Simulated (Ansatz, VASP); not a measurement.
**One calculation of Cs, two programs**

The input INCAR:

```
SYSTEM = Cs
ALGO = Normal ; EDIFF = 1E-6
ENCUT = 520 ; GGA = CA
ISIF = 2 ; ISMEAR = -1
LASPH = .TRUE. ; LCHARG = .FALSE.
LREAL = .FALSE. ; LWAVE = .FALSE.
NBANDS = 10 ; NELM = 100
PREC = Accurate ; SIGMA = 0.1
```

KPOINTS

```
k-points
0
G
  10 10 10
  0 0 0
```

Contents of POSCAR:

```
Cs
1.0
    0.0000000000      3.4420991222      3.4420991222
    3.4420991222      0.0000000000      3.4420991222
    3.4420991222      3.4420991222      0.0000000000
Cs
1
Direct
    0.0000000000      0.0000000000      0.0000000000
```

Input for Ansatz:

```yaml
crystal:
  lattice:
    - [0.0, 3.4420991222, 3.4420991222]
    - [3.4420991222, 0.0, 3.4420991222]
    - [3.4420991222, 3.4420991222, 0.0]
  atoms:
    - { symbol: Cs, position: [0.0, 0.0, 0.0] }
kpoints:
  mp_grid: { grid: [10, 10, 10] }
scf:
  occupations: { method: fermi_dirac, width: 0.1 }
hamiltonian:
  xc: lda
  pseudopotentials: { kind: paw }
output:
  forces: true
  stress: true
  eigenvalues: true
  populations: true
  write_density: true
  write_potential: true
  elf: true
  volumetric_format: npy
```

Change from the starting cell: volume scaled by 0.85, PAW files.

Alike in both runs: task single point; functional LDA; k mesh 10 × 10 × 10; occupations fermi-dirac, width 0.1 eV; no spin polarisation.

```csv
,VASP,Ansatz
version,VASP 6.6.1,Ansatz 0.2.0
potentials or method,"VASP PAW LDA potentials, release 64 (Cs_sv)","PAW with Ansatz's default frozen-core files, scalar-relativistic"
plane-wave cutoff (eV),520,420
valence electrons in the cell,9,9
```

```tsv
	VASP	Ansatz	Ansatz less VASP
pressure (GPa)	0.5	0.5	+0.02
```

Spin-orbit coupling is left out, which matters for the levels of Cs.
